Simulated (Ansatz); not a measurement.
Te:

```
Te
1.0
     3.82029   -2.14820    0.00000
     3.82029    2.14820    0.00000
    -0.09429    0.00000    5.97609
Te
3
Cartesian
  0.0000 0.0000 0.0000
  2.3324 0.0000 2.0248
  5.2139 0.0000 3.9513
```

This isn't the form of Te at room conditions, which is trigonal, of chains.

- Program: Ansatz 0.2.0
- Task: relaxation of cell and atoms
- Functional: PBEsol
- Potentials or basis: Ansatz PAW
- Cutoff: 420 eV (not typed: the program's choice for these potentials)
- k mesh: 7 × 7 × 5
- Occupations: fermi-dirac, width 0.05 eV
- Spin: no spin polarisation

At the start: volume 32.70 Å³/atom.

How do energy, volume and symmetry change on relaxing?

It ends after 10 steps and the volume is 31.23 Å³/atom (-4.5 %); space group C2/m (No. 12, to 0.05 Å).

The path:
| step | energy change (eV) | largest force (eV/Å) | volume (Å³) |
| --- | --- | --- | --- |
| 1 | 0.0000 | 0.0885 | 98.09 |
| 2 | -0.0248 | 0.1590 | 92.36 |
| 3 | -0.0331 | 0.0692 | 93.83 |
| 4 | -0.0337 | 0.0491 | 93.38 |
| 5 | -0.0353 | 0.0144 | 93.78 |
| 6 | -0.0354 | 0.0195 | 93.82 |
| 7 | -0.0356 | 0.0017 | 93.73 |
| 8 | -0.0356 | 0.0033 | 93.70 |
| 9 | -0.0357 | 0.0019 | 93.70 |
| 10 | -0.0348 | 0.0019 | 93.70 |

Final structure:
```
Te
1.0
     3.74208   -2.14299    0.01434
     3.74208    2.14299    0.01434
    -0.06993    0.00000    5.84168
Te
3
Direct
  0.00000 0.00000 0.00000
  0.31910 0.31910 0.33532
  0.68090 0.68090 0.66468
```

Caveat: the plane-wave basis is chosen anew once the cell has moved, so the energies of steps on either side of that aren't comparable; the PAW data sets come from PBE, with cores solved anew for the run's functional, which leaves a small shift of forces and pressure.
